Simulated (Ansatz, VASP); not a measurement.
## One calculation of BN, two programs

```
B N
1.0
     2.54358    0.00000    0.00000
    -1.27179    2.20280    0.00000
     0.00000    0.00000    6.48867
B N
2 2
Direct
  0.33333 0.66667 0.25000
  0.66667 0.33333 0.75000
  0.33333 0.66667 0.75000
  0.66667 0.33333 0.25000
```

Alike in both runs: task single point; functional PBEsol; k mesh 12 × 12 × 4; occupations gaussian, width 0.05 eV; no spin polarisation.

```csv
,VASP,Ansatz
version,VASP 6.6.1,Ansatz 0.2.0
potentials or method,"VASP PAW PBE potentials, release 64 (B, N)","scalar-relativistic, plane waves, PAW"
plane-wave cutoff (eV),520,520
valence electrons in the cell,16,16
```

|  | VASP | Ansatz | Ansatz less VASP |
| --- | --- | --- | --- |
| gap on the k mesh at the Fermi level (eV) | 4.03 | 4.03 | +0.007 |
| least direct gap on the mesh (eV) | 4.39 | 4.40 | +0.007 |
| pressure (GPa) | -9.9 | -10.3 | -0.43 |
| largest component of the traceless stress (GPa) | 11.12 | 11.70 | +0.571 |

Ansatz warned: «pseudo_functional_mismatch».

Caveats: the PAW data sets were made with another functional, which shifts forces and pressure a little (VASP); this functional lacks dispersion, which binds the layers, so the pressure and a relaxed spacing across them are unreliable. A k mesh can miss the band edges.
